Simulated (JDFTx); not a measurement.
Runs of JDFTx 1.7.0 (patched build) on RbCl. It takes space group Fm-3m (No. 225, cubic). The conventional cell has a = 6.548 Å, b = 6.548 Å, c = 6.548 Å, α = 90.00°, β = 90.00°, γ = 90.00°. Rb (site symmetry m-3m) is surrounded by 6 Cl at 3.27 Å. Cl (site symmetry m-3m) has 6 Rb at 3.27 Å as nearest neighbours. 

```csv
task,level,potentials or basis,spin,cell,k mesh,smearing,max SCF steps,SCF threshold on the energy,solver of the electrons,further solve for the empty bands,band ratio of the Davidson solver,mesh quality,gap on the mesh (eV),pressure (GPa)
single point,LDA,PseudoDojo-FR-PBE-0.4-standard with smoothed tails,"SOC, no magnetisation",volume scaled by 1.08,5 × 5 × 5,fermi-dirac 0.05 eV,100,1e-08 Ha,scf,yes,-,not flagged,4.32,(a)
single point,PBEsol,PseudoDojo-SR-PBEsol-0.4.1-standard with smoothed tails,off,"Fm-3m, 35.09 Å³/atom",7 × 7 × 7,gaussian 0.1 eV,100,1e-09 Ha,scf,yes,-,not flagged,4.89,0.0
single point,PBEsol,PseudoDojo-SR-PBEsol-0.4.1-standard with smoothed tails,off,the cell as VASP's run set it,7 × 7 × 7,gaussian 0.1 eV,100,1e-09 Ha,scf,yes,-,not flagged,4.89,0.0
single point,PBEsol,PseudoDojo-SR-PBEsol-0.4.1-standard with smoothed tails,off,"Fm-3m, 35.09 Å³/atom",7 × 7 × 7,fermi-dirac 0.05 eV,100,1e-09 Ha,scf,yes,-,not flagged,4.89,0.0
single point,PBE0 (exact-exchange share 0.2),PseudoDojo-SR-PBE-0.5-standard with smoothed tails,off,"Fm-3m, 35.09 Å³/atom",2 × 2 × 2,fermi-dirac 0.05 eV,100,1e-07 Ha,scf,yes,-,coarse,6.72,(b)
single point,PBE0 (exact-exchange share 0.3),PseudoDojo-SR-PBE-0.5-standard with smoothed tails,off,"Fm-3m, 35.09 Å³/atom",2 × 2 × 2,fermi-dirac 0.05 eV,100,1e-07 Ha,scf,yes,-,coarse,7.57,1.0
```

Alike in all rows: cutoff (eV) 789.

Task: Estimate the missing entries.

Result: (a) -2.2; (b) 1.1.

Caveats: some runs use coarse meshes; the empty levels aren't tightly converged (some runs); the potentials were made for another functional, which shifts forces and pressure (some runs); an odd mesh through Γ misses points on the zone boundary, where band edges often lie (some runs); the hybrid runs on potentials with a model core (some runs).

A k mesh can miss the band edges, and rows without SOC leave out spin-orbit coupling on Rb.
